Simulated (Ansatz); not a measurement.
# Al3Ni2 (P-3m1) in Ansatz: convergence with wavefunction cutoff

Aim: find how far wavefunction cutoff must go before the results for Al3Ni2 settle, at r2SCAN. This setting moves, with any that are tied to it; all else stays.

All numbers are computed with Ansatz 0.2.0; they aren't measurements. Logs are shortened: lines on timing, memory, paths and dates and some standing lists are left out, and cuts for length are marked.

### 1 The crystal as given

It takes space group P-3m1 (No. 164, trigonal). Conventional cell: a = 3.994 Å, b = 3.994 Å, c = 4.881 Å, α = 90.00°, β = 90.00°, γ = 120.00°. Ni (site symmetry 3m) has 8 Al at 2.41 to 2.51 Å and 3 Ni at 2.71 Å as nearest neighbours. Al (site symmetry 3m) has 5 Ni at 2.43 to 2.51 Å and 3 Al at 2.72 Å as nearest neighbours. Al (site symmetry -3m) has 6 Ni at 2.41 Å as nearest neighbours.

The cell comes from a database or a generator and needn't be the stable form of this composition.

### 2 With wavefunction cutoff 200 eV

The input, input.yaml:

```yaml
crystal:
  lattice:
    - [3.9941957288, 0.0, 0.0]
    - [-1.9970978644, 3.4590749688, 0.0]
    - [0.0, 0.0, 4.880862]
  atoms:
    - { symbol: Ni, position: [0.6666666667, 0.3333333333, 0.853428], spin: 1.0 }
    - { symbol: Ni, position: [0.3333333333, 0.6666666667, 0.146572], spin: 1.0 }
    - { symbol: Al, position: [0.6666666667, 0.3333333333, 0.351917] }
    - { symbol: Al, position: [0.3333333333, 0.6666666667, 0.648083] }
    - { symbol: Al, position: [0.0, 0.0, 0.0] }
hamiltonian:
  xc: r2scan
  pseudopotentials: { kind: paw }
magnetization:
  spin_polarized: true
kpoints:
  mp_grid: { grid: [7, 7, 5] }
scf:
  occupations: { method: gaussian, width: 0.05 }
output:
  forces: true
  stress: true
  eigenvalues: true
basis:
  ecutwfc: "200 eV"
```

Potentials or basis: Ansatz PAW.

On the command line:

```
> ansatz run input.yaml --threads 2 --pin off --max-ram 5632MiB --backend cpu --events-out ev --progress --plain --runs-dir out
```

What it wrote:

```text
Warning: basis.ecutwfc = 200 eV is below the records' recommended 500 eV, and the density's cutoff is lower with it unless basis.ecutrho_ratio is high enough to keep the records' density cutoff: compare with a run at a higher cutoff
Warning: RAYON_NUM_THREADS=2 ignored (pool sized by the plan → 2); use --threads N
Engine: ansatz 0.2.0, aarch64-unknown-linux-gnu
Pseudopotentials: kind: paw
Pseudopotential: Ni, paw, valence charge 18, recommended cutoff 500 eV (meta_gga), Ni.paw.azcp
Pseudopotential: Al, paw, valence charge 3, recommended cutoff 500 eV (meta_gga), Al.paw.azcp
Functional definition: r2SCAN
  parameter k0 = 0.174
  parameter k1 = 0.065
  parameter a1 = 4.9479
  exchange = r2scan_x(k0 = k0, k1 = k1, a1 = a1)
  correlation = r2scan_c
Crystal: 5 atoms, lattice volume = 67.435 Å³
Basis set: ecut = 200 eV, 437 PW (Γ), exchange–correlation on 80×80×96 points (64 copies of the dense FFT grid, shifted against one another)
Bands: 29, of which v1, the nominal top of the filled ones, is band 23 counted from 1 (22 counted from 0)
Symmetry: 12 space group operations
Space group: P-3m1 (ITA 164), of the structure as read, at distance tolerance 4.1e-5 Å
Magnetic group: BNS 164.85 (UNI 1315), of the structure as read, at distance tolerance 4.1e-5 Å
k-points: 32 of 245
Non-local potential: Ni, projectors of the file, l = 0: 3, l = 1: 2, l = 2: 3, l = 3: 1
Non-local potential: Al, projectors of the file, l = 0: 2, l = 1: 2, l = 2: 1
PAW form: soft (Blöchl's): semilocal exchange-correlation on the pseudo side does not see the compensation charge
PAW frozen core: Ni, regenerated for the run's functional (the file was generated under x = pbe(κ = 0.804, μ = 0.2195149727645171), c = pbe(β = 0.06672455060314922))
PAW frozen core: Al, regenerated for the run's functional (the file was generated under x = pbe(κ = 0.804, μ = 0.2195149727645171), c = pbe(β = 0.06672455060314922))
PAW one-centre angular grid: Ni, 590 points (default); XC on 160 Gauss nodes
PAW one-centre angular grid: Al, 302 points (default); XC on 160 Gauss nodes
Initial density: superposition of atomic densities (chi_scale 0.1, normalization cell)
Starting moments: Σ|m| = 2 μB on 2 of 5 sites
Initial wavefunctions: pseudopotential atomic-orbital guess
Functional: x = r2scan, c = r2scan; τ floored in thin density (d = 2e-4 eV/Å³)
SCF iter   1: F=—  HF=-13284.663355 eV  |F-HF|=—  |Δ(HF+E_count)|=         —  Δρ=1.36e-1 (↑1.36e-1 ↓9.12e-2)  dr2=1.62e1  dr2_τ=1.89e-1  dr2_m=3.98e-1  M=0.869 μB ∫|m|=1.679 μB  β_m=0.53  ethr=3.10e-3  ⟨swp⟩=7.0  Hψ=8520  notcnv=0
Mixer restart at iter 1: flushing history
preconditioner: auto → Kerker (q_TF=auto, 2.550 Å⁻¹)  [metal: Δε(μ)=0.015 eV  Ē_g=7.233 eV  σ=0.050 eV  W_gap=0.17  n_scr=20 (ndim 8)  ℏωp=24.4 eV  f_vac=0.000  D(μ)=2.62/eV (n_scr^D=22)]
spin=Collinear: Kerker preconditioning applied to the charge; magnetization (m = ρ↑ − ρ↓) channel mixes plain (no charge-response kernel on spin).
[... 23 lines left out ...]
this state was not tested for a lower state beside it, because the mixer in use, unlike msr1, does not test its closes by its own steps (another_mixer; see scf.mixing.algorithm and scf.lower_state_search)
SCF converged after 20 iterations
Magnetization: 0.0000 μB (22.5000 up, 22.5000 down)
Absolute magnetization: 0.0000 μB (∫|ρ↑−ρ↓|, with the PAW one-centre terms)
Spin contamination: 0.0000 ħ² per cell (⟨S²⟩ above its minimum at these occupations)
Per-site moments (μB) at R_I (Å): [(-2.171125000039281e-7, 0.9959684480688373), (-2.171125002616517e-7, 0.9959684480688373), (9.9833359603603e-8, 1.0036356072261752), (9.98333596009829e-8, 1.0036356072261752), (3.9870440127448945e-8, 0.9959684480688373)]
Free energy (F): -13283.760013 eV
Harris-Foulkes:  -13283.760013 eV  (|F-HF|=7.85e-9)
Internal energy: -13283.759143 eV  (E = F + TS)
E sigma→0 (E₀):  -13283.759578 eV
Entropy (-TS):   -0.000870 eV (-0.174 meV/atom)
Fermi energy:    11.179230 eV
--- Per-component energies (eV) ---
  E_band       = -832.963059
  E_kinetic    = 718.067959
  E_local      = -10332.925584  (includes V_loc(G=0)·N_el)
  E_nonlocal   = 1385.810912
  E_hartree    = 4533.672803
  E_xc         = -275.871094
  E_vxc        = -340.003756  (∫ρ·V_xc dr)
  E_paw        = -4810.057014  (= ΣΔE_a)
  E_vpaw       = -1353.705232  (= ΣTr[D̂ρ^β])
  E_aug_tail   = 0.069672  (compensation charges beyond the density's cutoff)
  E_vtau       = 22.364276  (kinetic-family band-sum trace: ∫τ·v_τ [+ j·A + Jᵃ·Aᵃ] dr)
  E_ewald      = -4501.746336
  E_core_change = -0.780461  (= ΣΔE_core)
  E_smearing   = -0.000870  (= −TS)
  E_closure    = -0.000000  (closes the sum)
  Σ components = -13283.760013   (vs F -13283.760013, Δ=0.00e0)
--- Forces (eV/Å), atoms counted from 1 ---
  atom   1  Ni    -0.00000000     0.00000000     0.07053434
  atom   2  Ni     0.00000000    -0.00000000    -0.07053434
  atom   3  Al     0.00000000    -0.00000000    -0.22176645
  atom   4  Al     0.00000000     0.00000000     0.22176645
  atom   5  Al    -0.00000000    -0.00000000     0.00000000
  max |Σ_I F_I| component: 5.55e-17 eV/Å
--- Stress (GPa, compression-positive) ---
        6.522480      -0.000000       0.000000
       -0.000000       6.522480       0.000000
        0.000000       0.000000       3.583527
  P = ⅓ Tr σ = 5.5428 GPa (55.428 kbar)
--- Band table (eV; the first three rows and the last of 64) ---
  k-point 0 ↑: bands = ["-97.9047", "-97.8708", "-56.2382", "-56.0079", "-56.0079", "-55.8727", "-55.8715", "-55.8715", "0.2464", "5.8169", "6.2793", "7.4862", "7.4862", "8.4049", "8.4049", "9.0034", "9.0034", "9.0732", "9.0732", "9.2554", "9.7855", "12.6877", "12.6877", "14.4813", "14.4813", "16.1554", "16.3304", "19.0632", "19.0632"]
  k-point 1 ↑: bands = ["-97.8918", "-97.8789", "-56.0938", "-56.0177", "-55.9861", "-55.9861", "-55.8772", "-55.8772", "0.5072", "4.3598", "7.1062", "7.4877", "7.4877", "8.3339", "8.3339", "8.9446", "8.9446", "8.9605", "9.1712", "9.1712", "11.2259", "12.9588", "12.9588", "14.6278", "14.6278", "16.1269", "16.5375", "17.1466", "17.1466"]
  k-point 2 ↑: bands = ["-97.9061", "-97.8762", "-56.0963", "-56.0258", "-56.0258", "-55.9490", "-55.9121", "-55.9121", "1.2527", "2.7128", "7.4794", "7.4851", "7.4851", "8.1963", "8.1963", "8.9648", "8.9648", "9.0132", "9.1683", "9.1683", "13.7795", "13.7795", "13.8162", "14.7985", "14.7985", "15.7131", "15.7131", "15.9758", "16.2960"]
  k-point 31 ↓: bands = ["-97.8680", "-97.8630", "-56.0205", "-55.9927", "-55.9245", "-55.8403", "-55.8197", "-55.7732", "4.3307", "5.3063", "5.6936", "6.1315", "6.9233", "7.1191", "8.3422", "8.6128", "8.8439", "9.1967", "9.2308", "9.3592", "9.4940", "9.6923", "9.9320", "10.9077", "16.5986", "17.5113", "17.9164", "18.3537", "19.0988"]
```

It took 6.1 s on 2 threads of Arm Neoverse V1, shared host; peak memory 0.35 GiB.

What came out:

- Free energy: -13283.7600 eV
- Pressure: 5.5 GPa
- Largest force: 0.222 eV/Å
- Band gap on the k mesh: none (metal or under the smearing width)
- Net moment: 0.00 μB per cell
- Absolute moment: 0.00 μB per cell

### 3 With wavefunction cutoff 250 eV

Edit input.yaml of step 2 so:

```diff
@@ -25,2 +25,2 @@
 basis:
-  ecutwfc: "200 eV"
+  ecutwfc: "250 eV"
```

Potentials or basis: Ansatz PAW.

On the command line:

```
> ansatz run input.yaml --threads 2 --pin off --max-ram 5632MiB --backend cpu --events-out ev --progress --plain --runs-dir out
```

Wall time 9.7 s (2 threads of Arm Neoverse V1, shared host); peak memory 0.4 GiB.

What came out:

```
Free energy            : -13309.8026 eV
Pressure               : 2.2 GPa
Largest force          : 0.236 eV/Å
Band gap on the k mesh : none (metal or under the smearing width)
Net moment             : 0.00 μB per cell
Absolute moment        : 0.00 μB per cell
```

### 4 With wavefunction cutoff 300 eV

Edit input.yaml of step 3 so:

```diff
@@ -25,2 +25,2 @@
 basis:
-  ecutwfc: "250 eV"
+  ecutwfc: "300 eV"
```

On the command line:

```
> ansatz run input.yaml --threads 2 --pin off --max-ram 5632MiB --backend cpu --events-out ev --progress --plain --runs-dir out
```

Wall time 11 s (2 threads of Arm Neoverse V1, shared host); peak memory 0.42 GiB.

Results:

```yaml
Free_energy: -13314.3314 eV
Pressure: 1.1 GPa
Largest_force: 0.039 eV/Å
Band_gap_on_the_k_mesh: none (metal or under the smearing width)
Net_moment: 0.00 μB per cell
Absolute_moment: 0.00 μB per cell
```

### 5 With wavefunction cutoff 350 eV

Edit input.yaml of step 4 so:

```diff
@@ -25,2 +25,2 @@
 basis:
-  ecutwfc: "300 eV"
+  ecutwfc: "350 eV"
```

On the command line:

```
> ansatz run input.yaml --threads 2 --pin off --max-ram 5632MiB --backend cpu --events-out ev --progress --plain --runs-dir out
```

Wall time 12 s (2 threads of Arm Neoverse V1, shared host); peak memory 0.46 GiB.

What came out:

```yaml
Free_energy: -13314.9433 eV
Pressure: 0.5 GPa
Largest_force: 0.007 eV/Å
Band_gap_on_the_k_mesh: none (metal or under the smearing width)
Net_moment: 0.00 μB per cell
Absolute_moment: 0.00 μB per cell
```

### 6 With wavefunction cutoff 400 eV

Edit input.yaml of step 5 so:

```diff
@@ -25,2 +25,2 @@
 basis:
-  ecutwfc: "350 eV"
+  ecutwfc: "400 eV"
```

Potentials or basis: Ansatz PAW.

On the command line:

```
> ansatz run input.yaml --threads 2 --pin off --max-ram 5632MiB --backend cpu --events-out ev --progress --plain --runs-dir out
```

Run time: 13 s. Hardware: 2 threads of Arm Neoverse V1, shared host; peak memory 0.5 GiB.

It converged, with:

* Free energy: -13314.9929 eV
* Pressure: 0.3 GPa
* Largest force: 0.006 eV/Å
* Band gap on the k mesh: none (metal or under the smearing width)
* Net moment: 0.00 μB per cell
* Absolute moment: 0.00 μB per cell

### 7 With wavefunction cutoff 450 eV

Edit input.yaml of step 6 so:

```diff
@@ -25,2 +25,2 @@
 basis:
-  ecutwfc: "400 eV"
+  ecutwfc: "450 eV"
```

On the command line:

```
> ansatz run input.yaml --threads 2 --pin off --max-ram 5632MiB --backend cpu --events-out ev --progress --plain --runs-dir out
```

Run time: 15 s. Hardware: 2 threads of Arm Neoverse V1, shared host; peak memory 0.56 GiB.

Results (log left out):

- Free energy: -13315.0017 eV
- Pressure: 0.3 GPa
- Largest force: 0.005 eV/Å
- Band gap on the k mesh: none (metal or under the smearing width)
- Net moment: 0.00 μB per cell
- Absolute moment: 0.00 μB per cell

### 8 With wavefunction cutoff 500 eV

Edit input.yaml of step 7 so:

```diff
@@ -25,2 +25,2 @@
 basis:
-  ecutwfc: "450 eV"
+  ecutwfc: "500 eV"
```

On the command line:

```
> ansatz run input.yaml --threads 2 --pin off --max-ram 5632MiB --backend cpu --events-out ev --progress --plain --runs-dir out
```

Wall time 20 s (2 threads of Arm Neoverse V1, shared host); peak memory 0.57 GiB.

It converged, with:

- Free energy: -13315.0075 eV
- Pressure: 0.3 GPa
- Largest force: 0.005 eV/Å
- Band gap on the k mesh: none (metal or under the smearing width)
- Net moment: 0.00 μB per cell
- Absolute moment: 0.00 μB per cell

### 9 With wavefunction cutoff 600 eV

Edit input.yaml of step 8 so:

```diff
@@ -25,2 +25,2 @@
 basis:
-  ecutwfc: "500 eV"
+  ecutwfc: "600 eV"
```

Potentials or basis: Ansatz PAW.

On the command line:

```
> ansatz run input.yaml --threads 2 --pin off --max-ram 5632MiB --backend cpu --events-out ev --progress --plain --runs-dir out
```

Run time: 28 s. Hardware: 2 threads of Arm Neoverse V1, shared host; peak memory 0.65 GiB.

The run converged. Its results:

```yaml
Free_energy: -13315.0110 eV
Pressure: 0.3 GPa
Largest_force: 0.006 eV/Å
Band_gap_on_the_k_mesh: none (metal or under the smearing width)
Net_moment: 0.00 μB per cell
Absolute_moment: 0.00 μB per cell
```

### 10 With wavefunction cutoff 800 eV

Edit input.yaml of step 9 so:

```diff
@@ -25,2 +25,2 @@
 basis:
-  ecutwfc: "600 eV"
+  ecutwfc: "800 eV"
```

On the command line:

```
> ansatz run input.yaml --threads 2 --pin off --max-ram 5632MiB --backend cpu --events-out ev --progress --plain --runs-dir out
```

It took 34 s on 2 threads of Arm Neoverse V1, shared host; peak memory 0.88 GiB.

The run converged. Its results:

```yaml
Free_energy: -13315.0128 eV
Pressure: 0.3 GPa
Largest_force: 0.006 eV/Å
Band_gap_on_the_k_mesh: none (metal or under the smearing width)
Net_moment: 0.00 μB per cell
Absolute_moment: 0.00 μB per cell
```

### 11 Summary

| wavefunction cutoff | energy less the tightest run, at zero smearing (meV/atom) | pressure (GPa) | largest force (eV/Å) | SCF cycles | CPU time (s) | peak memory (GiB) |
| --- | --- | --- | --- | --- | --- | --- |
| 200 eV | 6250.49 | 5.54 | 0.222 | 20 | 12 | 0.35 |
| 250 eV | 1042.12 | 2.24 | 0.236 | 22 | 19 | 0.4 |
| 300 eV | 136.29 | 1.05 | 0.039 | 20 | 20 | 0.42 |
| 350 eV | 13.89 | 0.46 | 0.007 | 19 | 22 | 0.46 |
| 400 eV | 3.97 | 0.30 | 0.006 | 20 | 26 | 0.5 |
| 450 eV | 2.22 | 0.28 | 0.005 | 19 | 29 | 0.56 |
| 500 eV | 1.05 | 0.29 | 0.005 | 20 | 39 | 0.57 |
| 600 eV | 0.35 | 0.29 | 0.006 | 22 | 55 | 0.65 |
| 800 eV | 0.00 | 0.30 | 0.006 | 20 | 68 | 0.88 |

Against the tightest run, the energy stays within 1 meV/atom from 600 eV on; the pressure stays within 0.1 GPa from 400 eV on; the largest force stays within 0.005 eV/Å from 350 eV on. The tightest run that finished is the yardstick and may itself not be fully converged.

Caveats: the magnetic or orbital state may not be the lowest; the PAW data sets come from PBE, with cores solved anew for the run's functional, which leaves a small shift of forces and pressure; the starting moments weren't kept.
